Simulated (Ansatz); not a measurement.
CaO: modes and screening against the lattice constant

The calculation used DFT PBEsol, scalar-relativistic, plane waves, PAW in Ansatz 0.2.0. Settings: 420 eV plane-wave cutoff, Γ-centred 8×8×8 mesh, fixed occupations. No spin polarisation. Phonons by linear response, acoustic sum rule imposed.

The cell is fixed (symmetry leaves no force on the atoms) and stands under 7.6 GPa:
```cif
data_structure
_symmetry_space_group_name_H-M 'P 1'
_symmetry_Int_Tables_number 1
_cell_length_a 2.8344
_cell_length_b 2.8344
_cell_length_c 2.8344
_cell_angle_alpha 90.000
_cell_angle_beta 90.000
_cell_angle_gamma 90.000
_cell_volume 22.77
loop_
_atom_site_label
_atom_site_type_symbol
_atom_site_fract_x
_atom_site_fract_y
_atom_site_fract_z
_atom_site_occupancy
Ca1 Ca 0.00000 0.00000 0.00000 1
O1 O 0.50000 0.50000 0.50000 1
```

The cell is the ideal cubic caesium chloride prototype; this isn't the usual structure of the compound.

Question: How do the optical zone-centre modes (counted from the lowest optical one, degenerate ones once; i marks imaginary ones; without the LO field) and the screening change over a = 2.834 and 2.889 Å?

Answer:
```
               a (Å)  2.834  2.889
      pressure (GPa)    7.6   -0.1
gap on the mesh (eV)   2.65   2.69
                  ε∞   4.62   4.58
                  ε0   37.5   68.9
       mode 1 (cm⁻¹)    195    135
```

Cost: 2 runs of about 0.49 core-minutes in all, on Arm Neoverse V2 (shared hosts).